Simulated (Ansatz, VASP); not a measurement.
**Cross-check of BaZrO3 between VASP and Ansatz**

Aim: how closely do two programs agree when they are given the same cell, functional and k mesh? The structure shown is the end of the Ansatz relaxation below.

Method: plane waves, with VASP 6.6.1 beside it; single point at PBEsol, in Ansatz 0.2.0.

### 1. Starting point

Symmetry: P4/mmm, No. 123, tetragonal system. The conventional cell has a = 4.097 Å, b = 4.097 Å, c = 4.226 Å, α = 90.00°, β = 90.00°, γ = 90.00°. Nearest to Ba lie 12 O at 2.90 to 2.94 Å. Zr has 6 O at 2.05 to 2.11 Å nearest. O has 2 Zr at 2.11 Å and 4 Ba at 2.90 Å nearest. Nearest to O lie 2 Zr at 2.05 Å and 4 Ba at 2.94 Å. Farther neighbours and most contacts between anions are not listed.

### 2. Ansatz: relaxation, PBEsol

Ansatz runs on its PAW soft_1 files.

This run makes the geometry at which the two programs are then compared.

Input file input.yaml:

```yaml
crystal:
  lattice:
    - [4.09703602, 0.0, 0.0]
    - [0.0, 4.09703602, 0.0]
    - [0.0, 0.0, 4.230816788]
  atoms:
    - { symbol: Ba, position: [0.0, 0.0, 0.0] }
    - { symbol: Zr, position: [0.5, 0.5, 0.5] }
    - { symbol: O, position: [0.5, 0.5, 0.0] }
    - { symbol: O, position: [0.5, 0.0, 0.5] }
    - { symbol: O, position: [0.0, 0.5, 0.5] }
kpoints:
  mp_grid: { grid: [7, 7, 7] }
scf:
  occupations: { method: fermi_dirac, width: 0.02 }
hamiltonian:
  xc: pbesol
  pseudopotentials: { kind: paw, azcp: { folder: soft_1 }, xc_functional: pbe }
basis:
  ecutwfc: 600
output:
  forces: true
  stress: true
relax:
  f_tol: 0.005
  max_steps: 70
  cell: { stress_tol: 0.02, p_target: 0, fix: [a, b, alpha, beta, gamma] }
```

The run is started by

```console
> ansatz run input.yaml --threads 4 --pin off --max-ram 10240MiB --backend cpu --events-out ev --progress --plain --runs-dir out
```

Numbers of over 12 decimals in the logs are rounded to 6 here.

The program printed:

```text
Engine: ansatz 0.2.0, aarch64-unknown-linux-gnu
Pseudopotentials: kind: paw
Pseudopotential: Ba, paw, valence charge 10, recommended cutoff 420 eV (normal), soft_1/Ba.paw.azcp
Pseudopotential: Zr, paw, valence charge 12, recommended cutoff 420 eV (normal), soft_1/Zr.paw.azcp
Pseudopotential: O, paw, valence charge 6, recommended cutoff 420 eV (normal), soft_1/O.paw.azcp
Functional definition: PBEsol
  exchange = pbesol_x
  correlation = pbesol_c
Crystal: 5 atoms, lattice volume = 71.017 Å³
Basis set: ecut = 600 eV, 2373 PW (Γ), exchange–correlation on 72×72×72 points (8 copies of the dense FFT grid, shifted against one another)
Bands: 25, of which v1, the nominal top of the filled ones, is band 20 counted from 1 (19 counted from 0)
Symmetry: 16 space group operations
Space group: P4/mmm (ITA 123), of the structure as read, at distance tolerance 4.1e-5 Å
k-points: 40 of 343
Non-local potential: Ba, projectors of the file, l = 0: 3, l = 1: 2, l = 2: 2, l = 3: 2
Non-local potential: Zr, projectors of the file, l = 0: 3, l = 1: 2, l = 2: 2, l = 3: 1
Non-local potential: O, projectors of the file, l = 0: 2, l = 1: 2, l = 2: 1
PAW form: soft (Blöchl's): semilocal exchange-correlation on the pseudo side does not see the compensation charge
PAW frozen core: Ba, regenerated for the run's functional, and the local potential with it (the file was generated under x = pbe(κ = 0.804, μ = 0.219515), c = pbe(β = 0.066725))
PAW frozen core: Zr, regenerated for the run's functional, and the local potential with it (the file was generated under x = pbe(κ = 0.804, μ = 0.219515), c = pbe(β = 0.066725))
PAW frozen core: O, regenerated for the run's functional, and the local potential with it (the file was generated under x = pbe(κ = 0.804, μ = 0.219515), c = pbe(β = 0.066725))
PAW one-centre angular grid: Ba, 194 points (default); XC on 64 Gauss nodes
PAW one-centre angular grid: Zr, 590 points (default); XC on 64 Gauss nodes
PAW one-centre angular grid: O, 110 points (default); XC on 64 Gauss nodes
Initial density: superposition of atomic densities (chi_scale 0.1, normalization cell, long waves kept (reshape's long-wave potential 0.00 eV rms))
Initial wavefunctions: pseudopotential atomic-orbital guess
Functional: x = pbesol(κ = 0.804, μ = 0.123457), c = pbesol(β = 0.046)
SCF iter   1: F=—  HF=-11683.314835 eV  |F-HF|=—  |Δ(HF+E_count)|=         —  Δρ=5.77e-2  dr2=1.59e0  ethr=3.10e-3  ⟨swp⟩=9.1  Hψ=5760  notcnv=0
preconditioner: auto → Resta (q_TF=auto, 2.479 Å⁻¹)  ε∞=3.8  [insulator: Δε(μ)=2.719 eV  Ē_g=16.138 eV  σ=0.020 eV  W_gap=1.00  n_scr=18 (ndim 8)  ℏωp=27.2 eV  f_vac=0.000  D(μ)=0.00/eV (n_scr^D=0)  ε∞_Penn≈3.8]
SCF iter   2: F=—  HF=-11683.122731 eV  |F-HF|=—  |Δ(HF+E_count)|=   1.92e-1  Δρ=2.40e-2  dr2=3.99e-1  ethr=3.10e-3  ⟨swp⟩=2.7  Hψ=1874  notcnv=0  defer=40
SCF iter   3: F=—  HF=-11683.112643 eV  |F-HF|=—  |Δ(HF+E_count)|=   1.01e-2  Δρ=1.33e-2  dr2=9.98e-2  ethr=9.98e-4  ⟨swp⟩=2.2  Hψ=1570  notcnv=0  defer=40
SCF iter   4: F=—  HF=-11683.115713 eV  |F-HF|=—  |Δ(HF+E_count)|=   3.07e-3  Δρ=2.04e-3  dr2=1.89e-3  ethr=2.49e-4  ⟨swp⟩=3.1  Hψ=1917  notcnv=0  defer=40
SCF iter   5: F=—  HF=-11683.117412 eV  |F-HF|=—  |Δ(HF+E_count)|=   1.70e-3  Δρ=1.73e-3  dr2=1.64e-3  ethr=4.72e-6  ⟨swp⟩=2.1  Hψ=1727  notcnv=0  defer=40
SCF iter   6: F=—  HF=-11683.117105 eV  |F-HF|=—  |Δ(HF+E_count)|=   3.07e-4  Δρ=2.32e-4  dr2=3.01e-5  ethr=4.10e-6  ⟨swp⟩=2.0  Hψ=1603  notcnv=0  defer=40
SCF iter   7: F=—  HF=-11683.117124 eV  |F-HF|=—  |Δ(HF+E_count)|=   1.94e-5  Δρ=4.74e-5  dr2=1.48e-6  ethr=7.52e-8  ⟨swp⟩=2.0  Hψ=1812  notcnv=0  defer=40
SCF iter   8: F=-11683.117126 eV  HF=-11683.117126 eV  |F-HF|=1.79e-8  |Δ(HF+E_count)|=   1.26e-6  Δρ=8.04e-6  dr2=4.77e-8  ethr=2.50e-10  ⟨swp⟩=3.1  Hψ=4241  notcnv=0
SCF 1 converged in 8 iterations: F = -11683.117126 eV  dr2 = 4.77e-8
  greatest PAW one-centre occupation: 0.996 electrons in one spin orbital (limit 2), on the Zr atom at site 1 (counted from 0), in its partial waves of l = 0
relax step   1: F+E_penalty+E_count = -11683.11712557 eV  Δ(F+E_penalty+E_count) = +0.000e0 eV  max|allowed force component| = 1.578e-29 eV/Å  Δτ_max = 0.0000 Å  P = +5.228 GPa  Ω = 71.017 Å³  fix = [a, b, alpha, beta, gamma]  reactions: a +8.014, b +8.014 GPa  (8 SCF iters, dr2 threshold 1.00e-7 eV, accepted)
[...]
relax step   2: F+E_penalty+E_count = -11683.11721504 eV  Δ(F+E_penalty+E_count) = -8.947e-5 eV  max|allowed force component| = 1.604e-28 eV/Å  Δτ_max = 0.0000 Å  P = +5.417 GPa  Ω = 70.937 Å³  energy of the carried Pulay correction = +4.861e-6 eV  fix = [a, b, alpha, beta, gamma]  reactions: a +8.122, b +8.122 GPa  (4 SCF iters, dr2 threshold 2.97e-7 eV, accepted)
[...]
relax step   3: F+E_penalty+E_count = -11683.11720868 eV  Δ(F+E_penalty+E_count) = +6.363e-6 eV  max|allowed force component| = 1.695e-28 eV/Å  Δτ_max = 0.0000 Å  P = +5.417 GPa  Ω = 70.937 Å³  fix = [a, b, alpha, beta, gamma]  reactions: a +8.122, b +8.122 GPa  stress off target by 5.66e-3 GPa on what of the cell is left free  SCF on the basis re-selected at this cell (its energy is not comparable with the rows above)  (7 SCF iters)
basis re-selected at this cell: Δ(F+E_penalty+E_count) = +6.363e-6 eV, ΔP = -0.000 GPa vs the last step (what re-selecting the basis moved, of the pressure what is left beyond the Pulay correction that the steps carried, after the strain that the cell walked since its last selection, with what the two solves' SCF thresholds leave and, on support functions, any second-order correction that the steps lacked; it is no m [...]
SCF converged after 7 iterations
Free energy (F): -11683.117209 eV
Harris-Foulkes:  -11683.117209 eV  (|F-HF|=3.64e-12)
Internal energy: -11683.117209 eV  (E = F + TS)
E sigma→0 (E₀):  -11683.117209 eV
Fermi energy:    11.751002 eV
--- Per-component energies (eV) ---
  E_band       = -74.792725
  E_kinetic    = 986.905780
  E_local      = -1893.529052  (includes V_loc(G=0)·N_el)
  E_nonlocal   = 326.378220
  E_hartree    = 680.714818
  E_xc         = -566.899949
  E_vxc        = -588.785137  (∫ρ·V_xc dr)
  E_paw        = -8490.246971  (= ΣΔE_a)
  E_vpaw       = -267.192755  (= ΣTr[D̂ρ^β])
  E_aug_tail   = 0.000573  (compensation charges beyond the density's cutoff)
  E_ewald      = -2726.863650
  E_core_change = 0.423022  (= ΣΔE_core)
  E_smearing   = -0.000000  (= −TS)
  E_closure    = 0.000000  (closes the sum)
  Σ components = -11683.117209   (vs F -11683.117209, Δ=0.00e0)
--- Forces (eV/Å), atoms counted from 1 ---
  atom   1  Ba     0.00000000     0.00000000     0.00000000
  atom   2  Zr    -0.00000000    -0.00000000     0.00000000
  atom   3  O      0.00000000    -0.00000000    -0.00000000
  atom   4  O     -0.00000000    -0.00000000     0.00000000
  atom   5  O     -0.00000000     0.00000000     0.00000000
  max |Σ_I F_I| component: 5.41e-28 eV/Å
--- Stress (GPa, compression-positive) ---
        8.121946       0.000000       0.000000
        0.000000       8.121946       0.000000
        0.000000       0.000000       0.005659
  P = ⅓ Tr σ = 5.4165 GPa (54.165 kbar)
--- Relaxed structure (2 steps of the walk, 2 accepted, 1 SCFs on fresh bases) ---
  F+E_penalty+E_count = -11683.11720868 eV   max|allowed force component| = 1.695e-28 eV/Å   (the final SCF, on the basis selected at the relaxed cell)
  cell:  # Å, volume = 70.9374 Å³
    - [4.09703602, 0.0, 0.0]
    - [0.0, 4.09703602, 0.0]
    - [0.0, 0.0, 4.226059]
  atoms:
    - { symbol: Ba, position: [0, 0, 0.0] }
    - { symbol: Zr, position: [0.5, 0.5, 0.500000] }
    - { symbol: O, position: [0.5, 0.5, 0.0] }
    - { symbol: O, position: [0.5, 0, 0.500000] }
    - { symbol: O, position: [0, 0.5, 0.500000] }
```

The column dr2 measures how far the density is from self-consistency, as an energy; F and HF (Harris–Foulkes) agree once it is small.

### 3. VASP: single point, PBEsol, pair 1

The same cell, functional, mesh and smearing now go to VASP, with its own data sets.

Lines of VASP's logs that name or quote its potential files are left out, and so is its time.

Input file INCAR:

```
SYSTEM = BaZrO3
PREC = Accurate
ENCUT = 600
EDIFF = 1E-06
NELM = 120
ISMEAR = -1
SIGMA = 0.02
LREAL = .FALSE.
ALGO = Normal
GGA = PS
NBANDS = 26
LASPH = .TRUE.
LORBIT = 11
LWAVE = .FALSE.
LCHARG = .FALSE.
ISIF = 2
GGA_COMPAT = .FALSE.
EFERMI = MIDGAP
KPAR = 2
```

Input file POSCAR:

```
BaZrO3
1.0
    4.0970360200      0.0000000000      0.0000000000
    0.0000000000      4.0970360200      0.0000000000
    0.0000000000      0.0000000000      4.2260593568
Ba Zr O
1 1 3
Direct
    0.0000000000      0.0000000000      0.0000000000
    0.5000000000      0.5000000000      0.5000000000
    0.5000000000      0.5000000000      0.0000000000
    0.5000000000      0.0000000000      0.5000000000
    0.0000000000      0.5000000000      0.5000000000
```

Input file KPOINTS:

```
Automatic mesh
0
Gamma
7 7 7
0 0 0
```

The projector-augmented-wave data sets are Ba_sv, Zr_sv and O (PBE family, release 64).

The run is started by

```console
> mpirun -np 2 vasp_std
```

The program printed:

```text
[banner, memory and clock lines left out]
running    2 mpi-ranks, on    1 nodes
 distrk:  each k-point on    1 cores,    2 groups
 distr:  one band on    1 cores,    1 groups

 POSCAR found type information on POSCAR BaZrO
 POSCAR found :  3 types and       5 ions
|                                                                             |
|               ----> ADVICE to this user running VASP <----                  |
|                                                                             |
|     You enforced a specific xc type in the INCAR file but a different       |
|     [... a line on the potential file left out ...]
|     I HOPE YOU KNOW WHAT YOU ARE DOING!                                     |
|                                                                             |

 LDA part: xc-table for (Slater+PW92), standard interpolation
 POSCAR, INCAR and KPOINTS ok, starting setup
 FFT: planning ... GRIDC
 FFT: planning ... GRID_SOFT
 FFT: planning ... GRID
 WAVECAR not read
 entering main loop
       N       E                     dE             d eps       ncg     rms          rms(c)
DAV:   1     0.343788654182E+03    0.34379E+03   -0.23960E+04  2080   0.169E+03
DAV:   2    -0.276673021888E+02   -0.37146E+03   -0.36256E+03  2618   0.395E+02
DAV:   3    -0.497208423836E+02   -0.22054E+02   -0.21994E+02  3214   0.922E+01
DAV:   4    -0.503224993605E+02   -0.60166E+00   -0.60109E+00  3004   0.125E+01
DAV:   5    -0.503331111126E+02   -0.10612E-01   -0.10609E-01  2898   0.130E+00    0.317E+01
DAV:   6    -0.436624983700E+02    0.66706E+01   -0.36873E+01  2426   0.395E+01    0.147E+01
DAV:   7    -0.435744412752E+02    0.88057E-01   -0.26874E+00  3000   0.951E+00    0.869E+00
DAV:   8    -0.435398767283E+02    0.34565E-01   -0.28249E-01  2622   0.424E+00    0.649E-01
DAV:   9    -0.435365141618E+02    0.33626E-02   -0.48020E-02  2966   0.131E+00    0.483E-01
DAV:  10    -0.435370357876E+02   -0.52163E-03   -0.11110E-02  2932   0.929E-01    0.213E-01
DAV:  11    -0.435368448700E+02    0.19092E-03   -0.11880E-03  2618   0.308E-01    0.274E-02
DAV:  12    -0.435368517601E+02   -0.68901E-05   -0.84040E-05  2982   0.692E-02    0.179E-02
DAV:  13    -0.435368558495E+02   -0.40894E-05   -0.11143E-05  2424   0.213E-02    0.328E-03
DAV:  14    -0.435368556504E+02    0.19908E-06   -0.46276E-07  1456   0.523E-03
   1 F= -.43536856E+02 E0= -.43536856E+02  d E =0.000000E+00
```

OUTCAR, selected parts (step 3):

```text
ion  position               nearest neighbor table
   1  0.000  0.000  0.000-   3 2.90   3 2.90   3 2.90   3 2.90   5 2.94   4 2.94   5 2.94   5 2.94
                             5 2.94   4 2.94   4 2.94   4 2.94   2 3.59   2 3.59   2 3.59   2 3.59
   2  0.500  0.500  0.500-   4 2.05   5 2.05   4 2.05   5 2.05   3 2.11   3 2.11   1 3.59   1 3.59
                             1 3.59   1 3.59   1 3.59   1 3.59   1 3.59   1 3.59
   3  0.500  0.500  0.000-   2 2.11   2 2.11   1 2.90   1 2.90   1 2.90   1 2.90
   4  0.500  0.000  0.500-   2 2.05   2 2.05   1 2.94   1 2.94   1 2.94   1 2.94
   5  0.000  0.500  0.500-   2 2.05   2 2.05   1 2.94   1 2.94   1 2.94   1 2.94

  LATTYP: Found a simple tetragonal cell.
 ALAT       =     4.0970360200
 C/A-ratio  =     1.0314918727

 Subroutine GETGRP returns: Found 16 space group operations
 (whereof 16 operations were pure point group operations)

The static configuration has the point symmetry D_4h.

 Found     40 irreducible k-points:

   k-points           NKPTS =     40   k-points in BZ     NKDIM =     40   number of bands    NBANDS=     26

   dimension x,y,z NGX =    36 NGY =   36 NGZ =   36
   dimension x,y,z NGXF=    72 NGYF=   72 NGZF=   72

   ENCUT  =  600.0 eV  44.10 Ry    6.64 a.u.   8.18  8.18  8.44*2*pi/ulx,y,z

   NELECT =      40.0000    total number of electrons

 k-points in reciprocal lattice and weights: Automatic mesh
   0.00000000  0.00000000  0.00000000       0.003
   0.14285714  0.00000000  0.00000000       0.012
   0.28571429  0.00000000  0.00000000       0.012
   0.42857143  0.00000000  0.00000000       0.012
   0.14285714  0.14285714  0.00000000       0.012
   0.28571429  0.14285714  0.00000000       0.023
   0.42857143  0.14285714  0.00000000       0.023
   0.28571429  0.28571429  0.00000000       0.012
   0.42857143  0.28571429  0.00000000       0.023
[...]
0.42857143  0.28571429  0.42857143       0.047
   0.42857143  0.42857143  0.42857143       0.023

 average (electrostatic) potential at core
       1 -33.0712       2 -77.3647       3 -69.0186       4 -69.1240       5 -69.1240

 E-fermi :   5.4481

 k-point     1 :       0.0000    0.0000    0.0000
  band No.  band energies     occupation
    ...
     16       2.9036      2.00000
     17       2.9036      2.00000
     18       3.6759      2.00000
     19       3.7633      2.00000
     20       3.7633      2.00000
     21       7.0413      0.00000
     22       7.0413      0.00000
     23       7.1849      0.00000
     24       8.3563      0.00000
     25       8.6249      0.00000
    ...

 k-point     2 :       0.1429    0.0000    0.0000
  band No.  band energies     occupation
    ...
     16       2.6776      2.00000
     17       2.7107      2.00000
     18       3.1886      2.00000
     19       3.6062      2.00000
     20       3.6981      2.00000
     21       7.1244      0.00000
     22       7.5664      0.00000
     23       7.6973      0.00000
     24       8.7287      0.00000
     25       8.9948      0.00000
    ...

 k-point     3 :       0.2857    0.0000    0.0000
  band No.  band energies     occupation
    ...
     16       2.2818      2.00000
     17       2.3382      2.00000
     18       2.4714      2.00000
     19       3.5099      2.00000
     20       3.6026      2.00000
     21       7.3337      0.00000
     22       8.7214      0.00000
     23       8.8211      0.00000
     24       9.6247      0.00000
     25       9.8473      0.00000
    ...

  Total        4.1557920      4.1557920      0.4723967      0.0000000     -0.0000000      0.0000000
  in kB       93.8618750     93.8618750     10.6694552      0.0000000     -0.0000000      0.0000000
  external PRESSURE =      66.1310684 kB  Pullay stress =       0.0000000 kB

  energy-cutoff  :      600.00
  volume of cell :       70.94
      direct lattice vectors                 reciprocal lattice vectors
     4.097036020  0.000000000  0.000000000     0.244078889  0.000000000  0.000000000
     0.000000000  4.097036020  0.000000000     0.000000000  0.244078889  0.000000000
     0.000000000  0.000000000  4.226059357     0.000000000  0.000000000  0.236627060

 POSITION                                       TOTAL-FORCE (eV/Angst)
 -----------------------------------------------------------------------------------
      0.00000      0.00000      0.00000         0.000000      0.000000      0.000000
      2.04852      2.04852      2.11303         0.000000      0.000000      0.000000
      2.04852      2.04852      0.00000         0.000000      0.000000      0.000000
      2.04852      0.00000      2.11303         0.000000      0.000000      0.000000
      0.00000      2.04852      2.11303         0.000000      0.000000      0.000000
 -----------------------------------------------------------------------------------
    total drift:                                0.000000      0.000000      0.000000

  FREE ENERGIE OF THE ION-ELECTRON SYSTEM (eV)
  ---------------------------------------------------
  free  energy   TOTEN  =       -43.5368556504 eV

  energy  without entropy=      -43.5368556504  energy(sigma->0) =      -43.53685565

 total charge
# of ion       s       p       d       tot
------------------------------------------
    1        1.999   5.620   0.297   7.916
    2        2.213   6.103   1.503   9.820
    3        1.552   3.470   0.000   5.022
    4        1.557   3.494   0.000   5.051
    5        1.557   3.494   0.000   5.051
--------------------------------------------------
tot          8.879  22.181   1.800  32.860

[... 3 further parts left out ...]
```

Harder data sets than Ba_sv exist (the GW ones), and pressures, volumes and forces can shift noticeably with them.

### 4. Side by side

Known differences besides the potentials themselves: Ansatz makes its cores anew for this functional, VASP keeps those of its PBE data sets; Ansatz's pressure holds a Pulay correction, VASP's none. Total energies have different zeros and are not compared.

Both answers:

| quantity | Ansatz | VASP | difference |
| --- | --- | --- | --- |
| pressure (GPa) | 5.42 | 6.61 | -1.20 |
| gap on the k mesh (eV) | 3.248 | 3.187 | +0.061 |

A gap on the mesh is an upper bound, since the band edges may lie between its points.

### 5. Ansatz: relaxation, PBEsol

This run makes the geometry at which the two programs are then compared. The cell compared in this pair holds 69.91 Å³, against 70.94 Å³ for the pair before.

The structure compared here is the end of the Ansatz relaxation.

Edit input.yaml of step 2 so:

```diff
@@ -2,5 +2,5 @@
   lattice:
-    - [4.09703602, 0.0, 0.0]
-    - [0.0, 4.09703602, 0.0]
-    - [0.0, 0.0, 4.230816788]
+    - [4.05522953, 0.0, 0.0]
+    - [0.0, 4.05522953, 0.0]
+    - [0.0, 0.0, 4.255900682]
   atoms:
```

The run is started by

```console
> ansatz run input.yaml --threads 4 --pin off --max-ram 10240MiB --backend cpu --events-out ev --progress --plain --runs-dir out
```

The program printed:

```text
[...]
Crystal: 5 atoms, lattice volume = 69.988 Å³
Basis set: ecut = 600 eV, 2325 PW (Γ), exchange–correlation on 72×72×72 points (8 copies of the dense FFT grid, shifted against one another)
Bands: 25, of which v1, the nominal top of the filled ones, is band 20 counted from 1 (19 counted from 0)
Symmetry: 16 space group operations
[...]
k-points: 40 of 343
[...]
--- Relaxed structure (2 steps of the walk, 2 accepted, 1 SCFs on fresh bases) ---
[...]
cell:  # Å, volume = 69.9067 Å³
    - [4.05522953, 0.0, 0.0]
    - [0.0, 4.05522953, 0.0]
    - [0.0, 0.0, 4.250967]
  atoms:
    - { symbol: Ba, position: [0, 0, 0.0] }
    - { symbol: Zr, position: [0.500000, 0.500000, 0.500000] }
    - { symbol: O, position: [0.500000, 0.500000, 0.0] }
    - { symbol: O, position: [0.500000, 0, 0.500000] }
    - { symbol: O, position: [0, 0.500000, 0.500000] }
[key lines of the parts left out:]
SCF converged after 7 iterations
Free energy (F): -11683.022894 eV
Fermi energy:    11.967089 eV
P = ⅓ Tr σ = 8.5968 GPa (85.968 kbar)
```

(Continued in part 2 of 2.)

[Lines on the potential files, build, host, timing and source positions are cut from VASP's logs without a mark.]

[Logs are printed without paths, hosts, clocks, repeated set-up lines and the standing remarks that a program may print on its own settings, such as how far it seeks lower states.]

[Hosts, paths, dates, database ids (printed as entryN), source tags and the programs' standing remarks are cut or masked in the printed files.]
